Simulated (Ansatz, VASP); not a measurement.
## Pt in VASP and in Ansatz

INCAR

```
SYSTEM = Pt
ALGO = Normal
EDIFF = 1E-7
EDIFFG = -0.01
ENCUT = 600
GGA = PE
IBRION = 2
ISIF = 3
ISMEAR = -1
LASPH = .TRUE.
LCHARG = .FALSE.
LREAL = .FALSE.
LWAVE = .FALSE.
NELM = 60
NSW = 60
PREC = Accurate
SIGMA = 0.05
```

KPOINTS

```
k-points
0
G
  11 11 6
  0 0 0
```

The input POSCAR:

```
Pt
1.0
    2.7606656158      0.0000000000      0.0000000000
   -1.3803328079      2.3908065546      0.0000000000
    0.0000000000      0.0000000000      4.7921340000
Pt
2
Direct
    0.3333333333      0.6666666667      0.2500000000
    0.6666666667      0.3333333333      0.7500000000
```

Contents of input.yaml:

```yaml
crystal:
  lattice:
    - [2.7606656158, 0.0, 0.0]
    - [-1.3803328079, 2.3908065546, 0.0]
    - [0.0, 0.0, 4.792134]
  atoms:
    - { symbol: Pt, position: [0.3333333333, 0.6666666667, 0.25] }
    - { symbol: Pt, position: [0.6666666667, 0.3333333333, 0.75] }
hamiltonian:
  xc: pbe
  pseudopotentials: { kind: paw }
kpoints:
  mp_grid: { grid: [11, 11, 6] }
scf:
  occupations: { method: fermi_dirac, width: 0.05 }
output:
  forces: true
  stress: true
  eigenvalues: true
  write_density: true
  write_potential: true
  elf: true
  volumetric_format: npy
relax:
  f_tol: 0.01
  max_steps: 40
  cell: { stress_tol: 0.05 }
```

This isn't the form of Pt at room conditions, which is fcc.

Alike in both runs: task relaxation of cell and atoms; functional PBE; k mesh 11 × 11 × 6; occupations fermi-dirac, width 0.05 eV; no spin polarisation.

```csv
,VASP,Ansatz
version,VASP 6.6.1,Ansatz 0.2.0
potentials or method,"VASP PAW PBE potentials, release 64 (Pt)",Ansatz PAW
plane-wave cutoff (eV),600,420
valence electrons in the cell,20,36
```

VASP gave:

* gap on the k mesh at the Fermi level, each at its own relaxed structure (eV): none
* relaxed volume (Å³/atom): 15.74
* relaxed cell length with the largest relative difference (Å): 4.756

Problem. Which values does Ansatz return?

Solution. gap on the k mesh at the Fermi level, each at its own relaxed structure (eV): none; relaxed volume (Å³/atom): 15.76; relaxed cell length with the largest relative difference (Å): 4.760.

A gap of «none» marks a metal or a gap that the smearing closes. The two sets of potentials don't hold the same shells in valence.

Caveats: the plane-wave basis is chosen anew once the cell has moved, so the energies of steps on either side of that aren't comparable (Ansatz). The runs have no spin-orbit coupling, so splittings on Pt are missing.
